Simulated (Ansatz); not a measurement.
# Te (Tellurium): properties at the relaxed cell

An exercise on one series of results from a longer session: the logs are not shown, and one member is left open.

The COD entry's cell or inner coordinates are ideal or old and differ from later refinements, so a difference from it is no clean test against experiment.

Computed with Ansatz 0.2.0 (DFT r2SCAN+D3(BJ), scalar-relativistic, plane waves, PAW, unless a step's input says otherwise).

1 further run of the same task is left out (set aside as unsound or not needed).

## Starting point

Symmetry: P3_121, No. 152, trigonal system. Conventional cell: a = 4.478 Å, b = 4.478 Å, c = 5.930 Å, α = 90.00°, β = 90.00°, γ = 120.00°. Te (site symmetry 2) is surrounded by 2 Te at 2.84 Å.

As a file:

```
CELL_PARAMETERS angstrom
4.47848 0.00000 0.00000
-2.23924 3.87848 0.00000
0.00000 0.00000 5.93039
ATOMIC_POSITIONS crystal
Te 0.26364 0.00000 0.33333
Te 0.00000 0.26364 0.66667
Te 0.73636 0.73636 0.00000
```

This cell was relaxed beforehand with the same method: volume 34.34 Å³/atom, gap on the mesh 0.39 eV.

Set-up of the first run:

Input file input.yaml:

```yaml
crystal:
  lattice:
    - [4.4332441302, 0.0, 0.0]
    - [-2.2166220651, 3.8393020379, 0.0]
    - [0.0, 0.0, 5.8704873272]
  atoms:
    - { symbol: Te, position: [0.2636437571, 0.0, 0.3333333333] }
    - { symbol: Te, position: [0.0, 0.2636437571, 0.6666666667] }
    - { symbol: Te, position: [0.7363562429, 0.7363562429, 0.0] }
basis:
  ecutwfc: 500
kpoints:
  mp_grid: { grid: [9, 9, 6] }
hamiltonian:
  xc: r2scan
  dispersion: d3bj
scf:
  occupations: { method: gaussian, width: 0.02 }
output:
  forces: true
  stress: true
  eigenvalues: true
  write_density: true
  write_potential: true
  elf: true
  volumetric_format: npy
relax:
  adjacent_minimum: "off"
  f_tol: 0.01
  max_steps: 30
  cell: { stress_tol: 0.1, fix: [volume] }
```

Run with:

```bash
> ansatz run input.yaml --threads 2 --pin off --max-ram 5120MiB --backend cpu --events-out ev --progress --plain --runs-dir out
```

Steps of the session up to this table: Point at V/V0 = 0.97; Volume × 1.03; Point at V/V0 = 0.94; The cell scaled to 1.06 of its volume; Point at V/V0 = 0.91; The cell scaled to 1.10 of its volume; Point at V/V0 = 0.88.

One table of the session follows, with a row left open; its other results are not shown here.

It belongs to the step «Fit of the equation of state». 

```
volume (Å³/atom)  energy above the lowest point (meV/atom)  pressure (GPa)  gap on the mesh (eV)
          30.216                                      45.5            4.26                  0.06
          31.246                                      23.1            2.74                  0.12
          32.276                                       9.4            1.57                  0.20
          33.306                                       2.2            0.68                  0.30
          34.336                                       0.0            0.02                  0.39
          35.367                                       1.5           -0.48                  0.48
          36.397                                         ?               ?                     ?
          37.770                                      14.2           -1.20                  0.67
```

Q: Estimate the row for volume (Å³/atom) = 36.397 from the others.

Worked estimate for «energy above the lowest point (meV/atom)». A straight line through the neighbours (35.367, 1.5) and (37.770, 14.2) gives 1.5 + (14.2 − 1.5) × (36.397 − 35.367) / (37.770 − 35.367) = 6.9; a parabola fitted to 3 rows on both sides gives 5.4.

The run gave: energy above the lowest point (meV/atom): 5.6; pressure (GPa): -0.84; gap on the mesh (eV): 0.57. In «energy above the lowest point (meV/atom)» the line misses by +1.3 and the parabola by -0.2.

Limits of these values: Warnings in the runs' records: dispersion damping borrowed.
